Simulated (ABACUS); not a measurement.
ZnS:

```
Zn S
1.0
     0.00000    2.70200    2.70200
     2.70200    0.00000    2.70200
     2.70200    2.70200    0.00000
Zn S
1 1
Direct
  0.75000 0.75000 0.75000
  0.00000 0.00000 0.00000
```

Program: ABACUS 3.10.1. Alike in all runs: task single point; no spin polarisation; cell as given; smearing fermi-dirac 0.05 eV.

Problem. Order these runs on this cell by their pressure, lowest first.
A. level LDA-PW92; potentials or basis GBRV ultrasoft 1.5 LDA, plane waves; k mesh 7 × 7 × 7; cutoff (eV) 544; radial cutoff of the potentials (pseudo_rcut) 10 bohr
B. level HCTH407; potentials or basis SPMS ONCV 1.0 PBE, plane waves; k mesh 7 × 7 × 7; cutoff (eV) 1143; radial cutoff of the potentials (pseudo_rcut) 7 bohr
C. level M06-L; potentials or basis SG15 ONCV 1.2 PBE, plane waves; k mesh 6 × 6 × 6; cutoff (eV) 1320; radial cutoff of the potentials (pseudo_rcut) 10 bohr
D. level PBEsol; potentials or basis PseudoDojo NC SR 0.4.1 PBEsol standard, plane waves; k mesh 9 × 9 × 9; cutoff (eV) 1143; radial cutoff of the potentials (pseudo_rcut) 7 bohr

Solution. A (-4.5 GPa), D (-2.0 GPa), C (1.5 GPa), B (5.8 GPa).

Caveats: the potentials were made for another functional, which shifts forces and pressure (some runs).

Not every run made on this cell is shown here.
